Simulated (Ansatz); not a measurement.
**Cu: relaxation of cell and atoms with BLYP**

The system is Cu.

```
CELL_PARAMETERS angstrom
0.00000 1.80750 1.80750
1.80750 0.00000 1.80750
1.80750 1.80750 0.00000
ATOMIC_POSITIONS crystal
Cu 0.00000 0.00000 0.00000
```

- Program: Ansatz 0.2.0
- Task: relaxation of cell and atoms
- Functional: BLYP
- Potentials or basis: Ansatz PAW
- Cutoff: 420 eV (not typed: the program's choice for these potentials)
- k mesh: 13 × 13 × 13
- Occupations: fermi-dirac, width 0.05 eV
- Spin: no spin polarisation

```
Relaxed volume                         : 12.67 Å³/atom
Relaxed cell                           : a = 2.617 Å, b = 2.617 Å, c = 2.617 Å, α = 60.00°, β = 60.00°, γ = 60.00°
Space group after relaxing (to 0.05 Å) : Fm-3m (No. 225)
Energy gained by relaxing              : 24.4 meV/atom
Ionic steps                            : 7
Pressure after relaxing                : 0.0 GPa
Band gap on the k mesh                 : none (metal or under the smearing width)
```

Step by step:
```tsv
step	energy change (eV)	largest force (eV/Å)	volume (Å³)
1	0.0000	0.0000	11.81
2	-0.0178	0.0000	12.21
3	-0.0239	0.0000	12.61
4	-0.0240	0.0000	12.66
5	-0.0244	0.0000	12.66
6	-0.0244	0.0000	12.67
7	-0.0244	0.0000	12.67
```

Final structure:
```cif
data_structure
_symmetry_space_group_name_H-M 'P 1'
_symmetry_Int_Tables_number 1
_cell_length_a 2.6166
_cell_length_b 2.6166
_cell_length_c 2.6166
_cell_angle_alpha 60.000
_cell_angle_beta 60.000
_cell_angle_gamma 60.000
_cell_volume 12.67
loop_
_atom_site_label
_atom_site_type_symbol
_atom_site_fract_x
_atom_site_fract_y
_atom_site_fract_z
_atom_site_occupancy
Cu1 Cu 0.00000 0.00000 0.00000 1
```

Levels at points of the mesh, in eV from the Fermi level:
| k point | band 6 | band 7 | band 8 | band 9 | band 10 | band 11 | band 12 | band 13 | band 14 |
| --- | --- | --- | --- | --- | --- | --- | --- | --- | --- |
| (0.00, 0.00, 0.00) | -3.07 | -3.07 | -3.07 | -2.33 | -2.33 | 22.23 | 23.72 | 23.72 | 23.72 |

It took 2.2 s on 2 threads of Intel(R) Xeon(R) 6975P-C (Granite Rapids), with other jobs on the host, peak memory 0.32 GiB.

Caveat: the plane-wave basis is chosen anew once the cell has moved, so the energies of steps on either side of that aren't comparable; the PAW data sets come from PBE, with cores solved anew for the run's functional, which leaves a small shift of forces and pressure. BLYP gives volumes clearly too large for solids.
